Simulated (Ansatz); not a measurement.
Runs of Ansatz 0.2.0 on BN. The cell holds a slab with vacuum, 8 atoms: a = 2.504 Å, b = 2.504 Å, c = 24.992 Å, α = 90.00°, β = 90.00°, γ = 120.00°. 

```tsv
task	level	potentials or basis	cutoff (eV)	gap on the mesh (eV)	largest force (eV/Å)	work function (eV)
projected density of states	RPBE	Ansatz PAW	420	(c)	0.09	(a)
projected density of states	BLYP	Ansatz PAW	420	4.40	0.08	(b)
single point	PBE	SPMS NC	1034	4.37	0.07	3.65
single point	PBE	Ansatz PAW	420	4.34	0.07	3.65
projected density of states	LDA	Ansatz PAW	420	4.16	0.04	4.04
```

Alike in all rows: no spin polarisation; cell the (0 0 1) slab of BN, cut from the database cell, not relaxed; k mesh 12 × 12 × 1; smearing fermi-dirac 0.05 eV.

**Question.** Estimate the missing entries.

**Answer.** (a) 3.49; (b) 3.34; (c) 4.45.

Caveats: the PAW data sets come from PBE, with cores solved anew for the run's functional, which leaves a small shift of forces and pressure (some runs); the density of states is complete only up to the lowest level of the last band computed (some runs); the potentials were made for another functional, which shifts forces and pressure (some runs).

A k mesh can miss the band edges.

Not every run made on this cell is shown here.
